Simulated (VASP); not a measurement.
A run of VASP 6.6.1 is set up as follows.

Contents of INCAR:

```
SYSTEM = InSe
ALGO     = Normal         ! electronic algorithm
DIPOL    = 0.5 0.5 0.500
EDIFF    = 1E-8           ! SCF threshold, eV
ENCUT    = 750            ! plane-wave cutoff, eV
GGA      = PE             ! functional
IDIPOL   = 3            
ISIF     = 2              ! what is computed and relaxed
ISMEAR   = 0              ! smearing method
LASPH    = .True.         ! aspherical terms in the spheres
LCHARG   = .False.        ! write CHGCAR
LDIPOL   = .True.       
LREAL    = .False.        ! projectors in reciprocal space
LVACPOTAV= .True.       
LVHAR    = .True.       
LWAVE    = .False.        ! write WAVECAR
NBANDS   = 20             ! bands
NELM     = 120            ! most SCF steps
PREC     = Accurate       ! precision mode
SIGMA    = 0.05           ! smearing width, eV
```

Contents of KPOINTS:

```
k-points
0
Gamma
  10 10 1
  0 0 0
```

POSCAR

```
InSe
1.0
    4.0500000000      0.0000000000      0.0000000000
   -2.0250000000      3.5074028900      0.0000000000
    0.0000000000      0.0000000000     22.9311500000
In Se
1 1
Direct
    0.3333333333      0.6666666667      0.4796968316
    0.6666666667      0.3333333333      0.5203031684
```

Potentials or basis: VASP PAW PBE potentials, release 64 (In_d, Se).

The run is started by

```console
$ cat potpaw_PBE.64/In_d/POTCAR potpaw_PBE.64/Se/POTCAR > POTCAR
$ mpirun -np 1 vasp_std > vasp.out
```

(1) What does it give for the band gap on the k mesh?

(2) What does it give for the largest force?

(3) What does it give for the work function of the lower face?

(4) What does it give for the work function of the upper face?

Answers

(1) none (metal or under the smearing width).

(2) 1.869 eV/Å.

(3) 3.85 eV.

(4) 4.31 eV.
